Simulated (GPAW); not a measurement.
# Cu2O (Cuprite) in GPAW: convergence with k mesh

Cu2O (Cuprite):

```
Cu O
1.0
     4.26000    0.00000    0.00000
     0.00000    4.26000    0.00000
     0.00000    0.00000    4.26000
Cu O
4 2
Direct
  0.75000 0.25000 0.75000
  0.75000 0.75000 0.25000
  0.25000 0.75000 0.75000
  0.25000 0.25000 0.25000
  0.50000 0.50000 0.50000
  0.00000 0.00000 0.00000
```

* Program: GPAW 26.7.0
* Task: convergence study
* Functional: RPBE
* Potentials or basis: the program's PAW data sets (release 1.2.1) made for this functional
* Cutoff: 800 eV
* Basis: pw
* k mesh: 2 × 2 × 2
* Occupations: fermi-dirac, width 0.05 eV
* Spin: no spin polarisation

These are the settings of the first run; the series varies k mesh, with any setting tied to it.

Hardware: 1 thread of Arm Neoverse V1, on a shared host.

```
   k mesh  energy less the tightest run, at zero smearing (meV/atom)  pressure (GPa)  SCF cycles  CPU time (s)  peak memory (GiB)
2 × 2 × 2                                                      65.77           12.30          11            21               0.21
3 × 3 × 3                                                       5.93           10.46          12            22               0.21
4 × 4 × 4                                                       2.10           10.27          12            49               0.23
5 × 5 × 5                                                       0.53           10.18          12            49               0.23
6 × 6 × 6                                                       0.19           10.15          12            88               0.26
7 × 7 × 7                                                       0.06           10.14          12            91               0.26
8 × 8 × 8                                                       0.00           10.13          11           140               0.32
```

Against the tightest run, the energy stays within 1 meV/atom from 5 × 5 × 5 on; the pressure stays within 0.1 GPa from 5 × 5 × 5 on. Meshes of other sizes hit other points, so gaps and Fermi surfaces needn't settle smoothly. The tightest run that finished is the yardstick and may itself not be fully converged.

Caveat, for the tightest run too: with this Cu data set, volumes or pressures lay over 1.5 % or 2 GPa off other programs in two to four cells of ten.
